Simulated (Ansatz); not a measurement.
# TiTe2: do energies and stresses tell the same story?

All numbers below come from DFT PBE, scalar-relativistic, plane waves, PAW in Ansatz.

Plane waves to 420 eV, a k mesh through Γ of 12×12×8 on the computed 3-atom cell and Gaussian smearing (0.10 eV); no spin polarisation.

Relaxed cell: P-3m1, a = 3.769 Å, b = 3.769 Å, c = 6.898 Å, α = 90.00°, β = 90.00°, γ = 120.00°, 3 atoms in the primitive cell. Whether it is the stable form of this composition wasn't checked.

Energies at zero smearing and pressures from the stress tensor, at volumes with shape and atoms relaxed:
| V (Å³/atom) | E − E(first) (meV/atom) | P (GPa) |
| --- | --- | --- |
| 26.591 | 0.00 | 1.254 |
| 27.439 | -4.44 | 0.464 |
| 28.288 | -5.55 | 0.013 |
| 29.136 | -5.21 | -0.173 |
| 29.985 | -4.15 | -0.257 |

Question: Check P = −dE/dV between neighbouring volumes, and get the bulk modulus from the pressures alone.

Answer: With 1 eV/Å³ = 160.2 GPa:
```tsv
middle V (Å³/atom)	−ΔE/ΔV (GPa)	mean P (GPa)
27.015	0.838	0.859
27.863	0.211	0.238
28.712	-0.065	-0.080
29.561	-0.200	-0.215
```

The two differ by 0.028 GPa at most. The mean of two end pressures misses the average over a step by about ΔV² P″/12, up to 0.029 GPa here; with that taken off 0.032 GPa remains, from the smearing term (the stress is the derivative of the free energy), the finite cutoff, the mesh or the relaxation's tolerance. Around V = 28.288 Å³/atom, the two neighbours give B = −V ΔP/ΔV = 28.288 × 0.636 / 1.697 = 10.6 GPa, against B0 = 9.6 GPa from the Birch–Murnaghan fit of the energies, which describes these points poorly (B0' = 26.6).